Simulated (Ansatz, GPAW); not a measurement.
# Ballistic transport through a Ag chain with one P atom in line, from relaxation to T(E), part 2 of 3

How well does a Ag chain with one P atom in line conduct once its atoms have relaxed, and how much do cheaper levels lose?

GPAW 26.7.0 and Ansatz 0.2.0; Ansatz plane waves; relaxation of the junction with the lead ends held (the session's first sound run).

So far, transmission at the Fermi level (one spin): step 3 (plane waves, PBE) 0.389. Also open channels of the lead at the Fermi level (one spin): step 3 1.

**4. Double-zeta polarised basis**

The script solves lead and junction separately, takes H and S in the orbital basis, and joins semi-infinite leads through their self-energies; the dzp basis is the working standard.

This step: GPAW LCAO, PAW setups; Landauer transmission from Green's functions with principal layers (ASE), zero bias (GPAW 26.7.0).

run.py

```python
import json
import numpy as np
from ase import Atoms
from ase.transport.calculators import TransportCalculator
from gpaw import GPAW, FermiDirac
from gpaw.lcao.tools import get_lcao_hamiltonian
from scipy.linalg import eigh

# The junction with lead layers at both ends, along the third cell vector
device = Atoms(
    ['Ag', 'Ag', 'Ag', 'Ag', 'Ag', 'Ag', 'Ag', 'P', 'Ag', 'Ag', 'Ag', 'Ag', 'Ag', 'Ag', 'Ag'],
    positions=[
        [4.50000, 4.50000, 1.33000],
        [4.50000, 4.50000, 3.99000],
        [4.50000, 4.50000, 6.65000],
        [4.50000, 4.50000, 9.31000],
        [4.50000, 4.50000, 11.97000],
        [4.39206, 4.65417, 14.75390],
        [4.57860, 4.35036, 17.66436],
        [3.83536, 5.42765, 19.62750],
        [4.57933, 4.34391, 21.58646],
        [4.38635, 4.66003, 24.48105],
        [4.50000, 4.50000, 27.26320],
        [4.50000, 4.50000, 29.92320],
        [4.50000, 4.50000, 32.58320],
        [4.50000, 4.50000, 35.24320],
        [4.50000, 4.50000, 37.90320]],
    cell=[[9.0, 0.0, 0.0], [0.0, 9.0, 0.0], [0.0, 0.0, 39.2332]],
    pbc=True)

# One principal layer of the lead: the first 4 atoms of the device
lead = Atoms(
    ['Ag', 'Ag', 'Ag', 'Ag'],
    positions=[
        [4.50000, 4.50000, 1.33000],
        [4.50000, 4.50000, 3.99000],
        [4.50000, 4.50000, 6.65000],
        [4.50000, 4.50000, 9.31000]],
    cell=[[9.0, 0.0, 0.0], [0.0, 9.0, 0.0], [0.0, 0.0, 10.64]],
    pbc=True)

settings = dict(mode='lcao', basis='dzp', xc='PBE', h=0.2,
                occupations=FermiDirac(0.1), maxiter=250,
                mixer=dict(beta=0.1, nmaxold=8, weight=100.0),
                convergence=dict(density=0.0001))
energies = np.arange(-2, 2 + 1e-9, 0.025)
eta = 0.0001
n1, n2 = 1, 1
# k and -k transmit alike, so half of the mesh across the current serves
mesh = [(i, j) for i in range(n1) for j in range(n2) if (i, j) <= (-i % n1, -j % n2)]
weights = np.array([1 if (i, j) == (-i % n1, -j % n2) else 2 for i, j in mesh]) / (n1 * n2)


def ground_state(atoms, size, txt):
    atoms.calc = GPAW(kpts={'size': size, 'gamma': True}, symmetry={'tolerance': 1e-3}, txt=txt, **settings)
    atoms.get_potential_energy()
    return atoms.calc.get_fermi_level()


def blocks(atoms, fermi, points, nz, cells):
    """H - E_F S and S between cell 0 and the cells above it, at each point across the current."""
    kz = np.arange(nz) / nz
    calc = atoms.calc.fixed_density(kpts=[(*k, z) for k in points for z in kz], symmetry='off', txt=None)
    H, S = get_lcao_hamiltonian(calc)
    H = (H - fermi * S).reshape(len(H), len(points), nz, *S.shape[1:])
    S = S.reshape(H.shape[1:])
    phases = [np.exp(-2j * np.pi * kz * R) / nz for R in cells]
    return [(np.einsum('skzij,z->ksij', H, p), np.einsum('kzij,z->kij', S, p)) for p in phases]


def pair(a, b):
    return np.block([[a, b], [b.T.conj(), a]])


def count_channels(h, s, cells, nk=240):
    """Half the number of times that the lead's bands cross each energy, unfolded to its shortest repeat."""
    b = len(h) // cells
    bands = []
    for k in (np.arange(nk + 1) + 0.5) / nk:
        hk, sk = h[:b, :b].copy(), s[:b, :b].copy()
        for R in range(1, cells):
            phase, block = np.exp(2j * np.pi * k * R), slice(R * b, (R + 1) * b)
            hk += h[:b, block] * phase + (h[:b, block] * phase).T.conj()
            sk += s[:b, block] * phase + (s[:b, block] * phase).T.conj()
        w, u = eigh(sk)
        x = u[:, w > 1e-5] / w[w > 1e-5]**0.5  # drop near-dependent combinations
        bands.append(np.r_[eigh(x.T.conj() @ hk @ x, eigvals_only=True), [1e9] * (w <= 1e-5).sum()])
    below = np.array(bands)[:, :, None] < energies
    return (below[1:] != below[:-1]).sum((0, 1)) / 2


fermi_lead = ground_state(lead, (1, 1, 11), 'lead.txt')
fermi_device = ground_state(device, (1, 1, 2), 'device.txt')
T, channels, eigen, tail, misfit, shifts = [], [], [], 0.0, 0.0, []
for first in range(0, len(mesh), 493):
    points = [(i / n1, j / n2) for i, j in mesh[first:first + 493]]
    (H0k, S0k), (H1k, S1k), (H2k, _) = blocks(lead, fermi_lead, points, 5, range(3))
    [(Hk, Sk)] = blocks(device, fermi_device, points, 2, [0])
    tail = max(tail, abs(H2k).max())
    for H0, S0, H1, S1, H, S in zip(H0k, S0k, H1k, S1k, Hk, Sk):
        n = len(S0)
        # Shift the lead onto the potential of the device's first layer
        shift = ((H[:, 0, 0] - H0[:, 0, 0]) / S0[0, 0]).real.mean()
        shifts.append(shift)
        misfit = max(misfit, abs(H[:, :n, :n] - H0 - shift * S0).max())
        Tk, Ck, Ek = [], [], []
        for s in range(len(H)):
            t = s % len(H0)  # a lead without moments serves both spins
            h1, s1 = pair(H0[t] + shift * S0, H1[t] + shift * S1), pair(S0, S1)
            leads = dict(h1=h1, s1=s1, energies=energies, eta=eta, eta1=eta, eta2=eta)
            calc = TransportCalculator(h=H[s], s=S, eigenchannels=3, **leads)
            Tk.append(calc.get_transmission())
            Ek.append(np.sort(calc.eigenchannels_ne, axis=0)[::-1])
            Ck.append(count_channels(h1, s1, 8))
        T.append(Tk)
        channels.append(Ck)
        eigen.append(Ek)
T, channels = np.array(T), np.array(channels)
mean, open_channels = np.einsum('kse,k->se', T, weights), np.einsum('kse,k->se', channels, weights)

print(f'basis functions: device {len(S)}, principal layer {n}')
print(f'Fermi level: lead {fermi_lead:.4f} eV, device {fermi_device:.4f} eV; lead shifted by {np.mean(shifts):.4f} eV')
print(f'largest coupling past the next layer {tail:.2e} eV, largest misfit of the first layer {misfit:.3f} eV')
print('  E-E_F (eV)   ' + 'T (one spin)  channels')
for e, t, c in zip(energies, mean.T, open_channels.T):
    print(f'{e:10.3f}  ', *[f'{x:11.4e}' for x in t], *[f'{x:9.4f}' for x in c])

kT = 8.617333e-5 * 300
fine = np.linspace(energies[0], energies[-1], 4001)
both = np.exp(np.interp(fine, energies, np.log(np.maximum(mean.sum(0) * 2 / len(mean), 1e-30))))
fermi = lambda mu: 1 / (1 + np.exp(np.clip((fine - mu) / kT, -200, 200)))
slope = fermi(0) * (1 - fermi(0)) / kT
G = np.trapezoid(both * slope, fine) / 2
seebeck = -np.trapezoid(both * slope * fine, fine) / (2 * G * 300) * 1e6
print(f'conductance at 300 K: {G:.5g} G0 a cell; thermopower {seebeck:.4g} uV/K')
bias = [0.1, 0.2, 0.5, 1.0, 1.5, 2.0]
current = [38.74 * np.trapezoid(both * (fermi(V / 2) - fermi(-V / 2)), fine) for V in bias]
for V, I in zip(bias, current):
    print(f'current from the zero-bias T(E) at {V} V: {I:.5g} uA')
zero = abs(energies).argmin()
json.dump(dict(energies=energies.tolist(), T=mean.tolist(), channels=open_channels.tolist(), G=G, seebeck=seebeck,
               bias=bias, current=current, tail=tail, misfit=misfit, shift=np.mean(shifts), n_device=len(S), n_lead=n,
               fermi=[fermi_lead, fermi_device], energy=device.get_potential_energy(),
               moments=device.get_magnetic_moments().tolist(), mesh=mesh, weights=weights.tolist(),
               T_k=T[:, :, zero].tolist(), eigen=np.array(eigen[0]).tolist()), open('result.json', 'w'))
```

The run is started by

```bash
> OMP_NUM_THREADS=1 OPENBLAS_NUM_THREADS=1 python run.py
```

The job ended after 2.4 min (1 thread of Intel Xeon Platinum 8259CL at 2.50GHz (Skylake/Cascade Lake), shared host; peak memory 1.4 GiB).

This step gave:

```yaml
conductance: 0.3726 G₀
thermopower: -8.953 μV/K
largest_coupling_past_the_next_principal_layer: 3.56e-5 eV
largest_misfit_of_the_first_principal_layer: 0.2093 eV
shift_that_aligns_the_lead: 0.002972 eV
basis_functions_of_the_junction: 391
basis_functions_of_a_principal_layer: 108
transmission_at_the_fermi_level_one_spin: 0.3762
```

One spin. Table of transmission, zone mean by energy, zero at the Fermi level:

| energy (eV) | transmission, zone mean |
| --- | --- |
| -2.000 | 0.00510 |
| -1.800 | 0.00109 |
| -1.600 | 9.1e-6 |
| -1.400 | 2.4e-8 |
| -1.200 | 2.6e-8 |
| -1.000 | 0.0153 |
| -0.800 | 0.606 |
| -0.700 | 0.929 |
| -0.600 | 0.595 |
| -0.400 | 0.00225 |
| -0.200 | 0.220 |
| 0.000 | 0.376 |
| 0.175 | 0.413 |
| 0.200 | 0.413 |
| 0.400 | 0.392 |
| 0.600 | 0.367 |
| 0.800 | 0.349 |
| 1.000 | 0.333 |
| 1.200 | 0.312 |
| 1.400 | 0.283 |
| 1.600 | 0.245 |
| 1.800 | 0.198 |
| 2.000 | 0.142 |

Crossings of the lead's bands, unfolded to its shortest repeat. The open channels, zone mean by energy, zero at the Fermi level:

| energy (eV) | open channels, zone mean |
| --- | --- |
| -2.000 | 3 |
| -1.900 | 3 |
| -1.800 | 3 |
| -1.700 | 1 |
| -1.600 | 1 |
| -1.500 | 0 |
| -1.400 | 0 |
| -1.300 | 0 |
| -1.200 | 0 |
| -1.100 | 0 |
| -1.000 | 1 |
| -0.900 | 1 |
| -0.800 | 1 |
| -0.700 | 1 |
| -0.600 | 1 |
| -0.500 | 1 |
| -0.400 | 1 |
| -0.300 | 1 |
| -0.200 | 1 |
| -0.100 | 1 |
| 0.000 | 1 |
| 0.100 | 1 |
| 0.200 | 1 |
| 0.300 | 1 |
| 0.400 | 1 |
| 0.500 | 1 |
| 0.600 | 1 |
| 0.700 | 1 |
| 0.800 | 1 |
| 0.900 | 1 |
| 1.000 | 1 |
| 1.100 | 1 |
| 1.200 | 1 |
| 1.300 | 1 |
| 1.400 | 1 |
| 1.500 | 1 |
| 1.600 | 1 |
| 1.700 | 1 |
| 1.800 | 1 |
| 1.900 | 1 |
| 2.000 | 1 |

Not self-consistent under bias; the bias window is split evenly. Current through one cell, from the zero-bias transmission against bias:

| bias (V) | current through one cell, from the zero-bias transmission (μA) |
| --- | --- |
| 0.100 | 2.88 |
| 0.200 | 5.69 |
| 0.500 | 13.2 |
| 1.000 | 22.3 |
| 1.500 | 41.1 |
| 2.000 | 54.5 |

Table of transmission of the three most open eigenchannels by energy, zero at the Fermi level:

| energy (eV) | channel 1 | channel 2 | channel 3 |
| --- | --- | --- | --- |
| -2.000 | 0.00393 | 8.6e-4 | 3.1e-4 |
| -1.900 | 0.00218 | 1.6e-4 | 6.0e-5 |
| -1.800 | 0.00107 | 1.1e-5 | 5.6e-6 |
| -1.700 | 1.3e-4 | 2.2e-8 | 0 |
| -1.600 | 9.1e-6 | 2.4e-8 | 0 |
| -1.500 | 2.3e-8 | 0 | 0 |
| -1.400 | 2.4e-8 | 0 | 0 |
| -1.300 | 2.5e-8 | 0 | 0 |
| -1.200 | 2.6e-8 | 0 | 0 |
| -1.100 | 2.8e-11 | 0 | 0 |
| -1.000 | 0.0153 | 3.4e-10 | 1.5e-10 |
| -0.900 | 0.203 | 1.4e-8 | 0 |
| -0.800 | 0.606 | 1.7e-8 | 0 |
| -0.700 | 0.929 | 1.8e-8 | 0 |
| -0.600 | 0.595 | 1.8e-8 | 0 |
| -0.500 | 0.120 | 1.8e-8 | 0 |
| -0.400 | 0.00225 | 3.4e-8 | 0 |
| -0.300 | 0.0971 | 2.2e-8 | 0 |
| -0.200 | 0.220 | 2.1e-8 | 0 |
| -0.100 | 0.315 | 2.1e-8 | 0 |
| 0.000 | 0.376 | 2.1e-8 | 0 |
| 0.100 | 0.406 | 2.1e-8 | 0 |
| 0.200 | 0.413 | 2.1e-8 | 0 |
| 0.300 | 0.405 | 2.1e-8 | 0 |
| 0.400 | 0.392 | 2.1e-8 | 0 |
| 0.500 | 0.379 | 2.1e-8 | 0 |
| 0.600 | 0.367 | 2.1e-8 | 0 |
| 0.700 | 0.357 | 2.2e-8 | 0 |
| 0.800 | 0.349 | 2.2e-8 | 0 |
| 0.900 | 0.342 | 2.2e-8 | 0 |
| 1.000 | 0.333 | 2.2e-8 | 0 |
| 1.100 | 0.324 | 2.2e-8 | 0 |
| 1.200 | 0.312 | 2.2e-8 | 0 |
| 1.300 | 0.298 | 2.2e-8 | 0 |
| 1.400 | 0.283 | 2.2e-8 | 0 |
| 1.500 | 0.265 | 2.2e-8 | 0 |
| 1.600 | 0.245 | 2.2e-8 | 0 |
| 1.700 | 0.223 | 2.2e-8 | 0 |
| 1.800 | 0.198 | 2.2e-8 | 0 |
| 1.900 | 0.171 | 2.1e-8 | 0 |
| 2.000 | 0.142 | 2.1e-8 | 0 |

At the Fermi level T is 0.376 against 0.389 in plane waves. Couplings past the next layer reach 3.6e-5 eV, small enough to drop; the matrix elements of the cell's first layer differ from the bulk lead's by up to 0.21 eV. That layer keeps its own values in the calculation, and only beyond it is the lead taken as perfect. The Fermi levels of lead and junction count from different zeros of potential, one for each periodic cell; with both set to zero, the small remaining shift is what aligns them. By hand: G = 0.3726 × 77.48 μS = 28.9 μS, a resistance of 34.6 kΩ; at 0.1 V a linear junction would pass 2.89 μA, and the integral over the bias window gives 2.88 μA. Mott's formula, S = -(π²/3)(k_B²T/e) d ln T/dE, has the prefactor 7.33 μV/K·eV at 300 K; T = 0.3640 at -0.025 eV and 0.3866 at 0.025 eV give a slope of 1.20 per eV and S = -8.83 μV/K, beside -8.95 μV/K from the thermal integral, which interpolates the same grid.

**5. GPAW, szp: basis = "szp(dzp)"**

The second zeta is dropped, the polarisation orbitals stay.

Changes to run.py since step 4:

```diff
@@ -41,3 +41,3 @@
 
-settings = dict(mode='lcao', basis='dzp', xc='PBE', h=0.2,
+settings = dict(mode='lcao', basis='szp(dzp)', xc='PBE', h=0.2,
                 occupations=FermiDirac(0.1), maxiter=250,
```

Elapsed: 1.8 min, on 1 thread; peak memory 1.4 GiB.

This step gave:

```
conductance                                 : 0.3443 G₀
thermopower                                 : -9.544 μV/K
largest misfit of the first principal layer : 0.2022 eV
shift that aligns the lead                  : 0.01296 eV
basis functions of the junction             : 219
basis functions of a principal layer        : 60
transmission at the Fermi level (one spin)  : 0.3476
```

The conductance, 0.344 G₀, lies 7.6 % below that of the dzp run.

**6. GPAW, sz: basis = "sz(dzp)"**

One function for each valence shell of the setup, as for a first survey of a large system.

Changes to run.py since step 5:

```diff
@@ -41,3 +41,3 @@
 
-settings = dict(mode='lcao', basis='szp(dzp)', xc='PBE', h=0.2,
+settings = dict(mode='lcao', basis='sz(dzp)', xc='PBE', h=0.2,
                 occupations=FermiDirac(0.1), maxiter=250,
```

The job ended after 80 s (1 thread; peak memory 1.3 GiB).

This step gave:

```
conductance                                    : 0.3080 G₀
thermopower                                    : -11.56 μV/K
largest coupling past the next principal layer : 3.59e-5 eV
largest misfit of the first principal layer    : 0.09119 eV
shift that aligns the lead                     : 0.01316 eV
basis functions of the junction                : 172
basis functions of a principal layer           : 48
transmission at the Fermi level (one spin)     : 0.3115
```

The conductance, 0.308 G₀, lies 17 % below that of the dzp run.

**7. RPBE in the dzp basis: xc = "RPBE"**

Back in the dzp basis, the functional changes from PBE to RPBE, to set the spread between functionals beside that between bases.

Changes to run.py since step 6:

```diff
@@ -41,3 +41,3 @@
 
-settings = dict(mode='lcao', basis='sz(dzp)', xc='PBE', h=0.2,
+settings = dict(mode='lcao', basis='dzp', xc='RPBE', h=0.2,
                 occupations=FermiDirac(0.1), maxiter=250,
```

Elapsed: 2.5 min, on 1 thread; peak memory 1.4 GiB.

This step gave:

```
conductance                                    : 0.3684 G₀
thermopower                                    : -8.451 μV/K
largest coupling past the next principal layer : 3.60e-5 eV
largest misfit of the first principal layer    : 0.1864 eV
shift that aligns the lead                     : 0.01645 eV
basis functions of the junction                : 391
basis functions of a principal layer           : 108
transmission at the Fermi level (one spin)     : 0.3720
```

The conductance, 0.368 G₀, lies 1.1 % below that of the dzp run.

**8. The structure as built: geometry = "as built"**

The dzp basis with PBE on the structure as first built shows what the relaxation was worth.

Changes to run.py since step 7:

```diff
@@ -17,7 +17,7 @@
         [4.50000, 4.50000, 11.97000],
-        [4.39206, 4.65417, 14.75390],
-        [4.57860, 4.35036, 17.66436],
-        [3.83536, 5.42765, 19.62750],
-        [4.57933, 4.34391, 21.58646],
-        [4.38635, 4.66003, 24.48105],
+        [4.50000, 4.50000, 14.63000],
+        [4.50000, 4.50000, 17.29000],
+        [4.50000, 4.50000, 19.61660],
+        [4.50000, 4.50000, 21.94320],
+        [4.50000, 4.50000, 24.60320],
         [4.50000, 4.50000, 27.26320],
@@ -41,3 +41,3 @@
 
-settings = dict(mode='lcao', basis='dzp', xc='RPBE', h=0.2,
+settings = dict(mode='lcao', basis='dzp', xc='PBE', h=0.2,
                 occupations=FermiDirac(0.1), maxiter=250,
```

Run time: 2.7 min. Hardware: 1 thread; peak memory 1.4 GiB.

This step gave:

* conductance: 0.5861 G₀
* thermopower: 1.822 μV/K
* largest coupling past the next principal layer: 3.56e-5 eV
* largest misfit of the first principal layer: 0.09204 eV
* shift that aligns the lead: -5.45e-4 eV
* transmission at the Fermi level (one spin): 0.5877

One spin. The transmission, zone mean by energy, zero at the Fermi level:

| energy (eV) | transmission, zone mean |
| --- | --- |
| -2.000 | 0.108 |
| -1.900 | 0.0653 |
| -1.800 | 0.0319 |
| -1.700 | 0.0124 |
| -1.600 | 1.4e-7 |
| -1.500 | 5.3e-9 |
| -1.400 | 7.7e-9 |
| -1.300 | 4.5e-9 |
| -1.200 | 4.7e-9 |
| -1.100 | 1.2e-9 |
| -1.000 | 0.182 |
| -0.900 | 0.320 |
| -0.800 | 0.391 |
| -0.700 | 0.430 |
| -0.600 | 0.454 |
| -0.500 | 0.482 |
| -0.400 | 0.518 |
| -0.300 | 0.556 |
| -0.200 | 0.585 |
| -0.100 | 0.595 |
| 0.000 | 0.588 |
| 0.100 | 0.566 |
| 0.200 | 0.538 |
| 0.300 | 0.508 |
| 0.400 | 0.482 |
| 0.500 | 0.459 |
| 0.600 | 0.442 |
| 0.700 | 0.429 |
| 0.800 | 0.420 |
| 0.900 | 0.413 |
| 1.000 | 0.408 |
| 1.100 | 0.404 |
| 1.200 | 0.401 |
| 1.300 | 0.397 |
| 1.400 | 0.394 |
| 1.500 | 0.390 |
| 1.600 | 0.386 |
| 1.700 | 0.382 |
| 1.800 | 0.377 |
| 1.900 | 0.372 |
| 2.000 | 0.367 |

The conductance, 0.586 G₀, lies 57 % above that of the dzp run.

**9. All levels side by side**

Times are wall times on the hardware named with each run. Results by setting:

| no. | run | conductance (G₀) | time | memory (GiB) |
| --- | --- | --- | --- | --- |
| 1 | pw PBE | 0.3859 | 2.8 min | 4.6 |
| 2 | dzp | 0.3726 | 2.4 min | 1.4 |
| 3 | szp | 0.3443 | 1.8 min | 1.4 |
| 4 | sz | 0.3080 | 80 s | 1.3 |
| 5 | dzp RPBE | 0.3684 | 2.5 min | 1.4 |
| 6 | asbuilt | 0.5861 | 2.7 min | 1.4 |

**10. The levels side by side**

The curves are compared point by point over the common energies.

This step: comparison of transmission and cost over codes, levels and geometry (GPAW 26.7.0).

Ladder, by row:

| step | code | T at the Fermi level (sum over the listed spins) | conductance (G0) | r.m.s. T(E) from the first | wall time (s) | peak memory (GiB) | threads |
| --- | --- | --- | --- | --- | --- | --- | --- |
| pw-pbe | Ansatz | 0.3895 | 0.3859 | 0 | 168.8 | 4.635 | 4 |
| dzp | GPAW | 0.3762 | 0.3726 | 0.06474 | 145.5 | 1.43 | 1 |
| szp | GPAW | 0.3476 | 0.3443 | 0.07821 | 105.4 | 1.36 | 1 |
| sz | GPAW | 0.3115 | 0.308 | 0.1127 | 79.85 | 1.32 | 1 |
| dzp-RPBE | GPAW | 0.372 | 0.3684 | 0.06543 | 151.8 | 1.43 | 1 |
| asbuilt | GPAW | 0.5877 | 0.5861 | 0.1994 | 164.7 | 1.43 | 1 |

The transmission, zone mean, sum over the listed spins by energy, zero at the Fermi level:

| energy (eV) | pw-pbe | dzp | szp | sz | dzp-RPBE | asbuilt |
| --- | --- | --- | --- | --- | --- | --- |
| -2.0000 | 0.00157 | 0.00510 | 0.00583 | 0.0162 | 0.00237 | 0.108 |
| -1.7500 | 0 | 2.6e-4 | 0.00102 | 0.00608 | 5.2e-5 | 0.0200 |
| -1.5000 | 0 | 2.3e-8 | 1.0e-8 | 5.9e-4 | 2.4e-8 | 5.3e-9 |
| -1.2500 | 0 | 1.6e-8 | 6.0e-9 | 1.7e-11 | 1.3e-8 | 4.7e-9 |
| -1.0000 | 0.200 | 0.0153 | 0.0132 | 0.00492 | 0.0171 | 0.182 |
| -0.7500 | 0.967 | 0.812 | 0.769 | 0.605 | 0.790 | 0.414 |
| -0.7000 | 0.992 | 0.929 | 0.908 | 0.797 | 0.927 | 0.430 |
| -0.6500 | 0.863 | 0.846 | 0.813 | 0.879 | 0.875 | 0.442 |
| -0.5000 | 0.0983 | 0.120 | 0.0955 | 0.282 | 0.117 | 0.482 |
| -0.2500 | 0.177 | 0.160 | 0.146 | 0.0946 | 0.166 | 0.572 |
| 0.0000 | 0.389 | 0.376 | 0.348 | 0.312 | 0.372 | 0.588 |
| 0.1500 | 0.411 | 0.412 | 0.384 | 0.353 | 0.405 | 0.553 |
| 0.1750 | 0.411 | 0.413 | 0.385 | 0.354 | 0.406 | 0.545 |
| 0.2000 | 0.410 | 0.413 | 0.386 | 0.355 | 0.405 | 0.538 |
| 0.2500 | 0.406 | 0.410 | 0.383 | 0.355 | 0.403 | 0.523 |
| 0.5000 | 0.381 | 0.379 | 0.353 | 0.332 | 0.371 | 0.459 |
| 0.7500 | 0.365 | 0.353 | 0.330 | 0.313 | 0.346 | 0.424 |
| 1.0000 | 0.351 | 0.333 | 0.314 | 0.302 | 0.327 | 0.408 |
| 1.2500 | 0.331 | 0.305 | 0.289 | 0.288 | 0.302 | 0.399 |
| 1.5000 | 0.300 | 0.265 | 0.251 | 0.261 | 0.265 | 0.390 |
| 1.7500 | 0.252 | 0.211 | 0.200 | 0.218 | 0.213 | 0.379 |
| 2.0000 | 0.182 | 0.142 | 0.134 | 0.156 | 0.145 | 0.367 |

[end of part 2 of 3]

[Logs are printed without paths, hosts, clocks, repeated set-up lines and the standing remarks that a program may print on its own settings, such as how far it seeks lower states.]

[Hosts, paths, dates, database ids (printed as entryN), source tags and the programs' standing remarks are cut or masked in the printed files.]
